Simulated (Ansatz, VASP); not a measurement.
# Two plane-wave programs on V

```
V
1.0
     0.00000    2.73348    2.73348
     2.73348    0.00000    2.73348
     2.73348    2.73348    0.00000
V
2
Direct
  0.00000 0.00000 0.00000
  0.25000 0.25000 0.25000
```

Alike in both runs: functional PBE; k mesh 10 × 10 × 10; occupations fermi-dirac, width 0.08 eV; collinear spin.

Ansatz relaxed the structure, and its values are those at the end. VASP's run is a single point on that final structure, the one shown.

|  | VASP | Ansatz |
| --- | --- | --- |
| version | VASP 6.6.1 | Ansatz 0.2.0 |
| potentials or method | VASP PAW PBE potentials, release 64 (V_sv) | PAW with Ansatz's default frozen-core files, scalar-relativistic |
| plane-wave cutoff (eV) | 520 | 420 |
| valence electrons in the cell | 26 | 26 |

Ansatz gave:

| Item | Value |
| --- | --- |
| pressure (GPa) | 0.0 |
| net moment per atom (μB) | 1.87 |
| size of the moment on the site where the two differ most (μB) | 1.44 |

Task: Estimate VASP's values.

Result: Pressure (GPa): 0.3; net moment per atom (μB): 1.87; size of the moment on the site where the two differ most (μB): 1.70.

Site moments also hang on the region over which each program counts them.
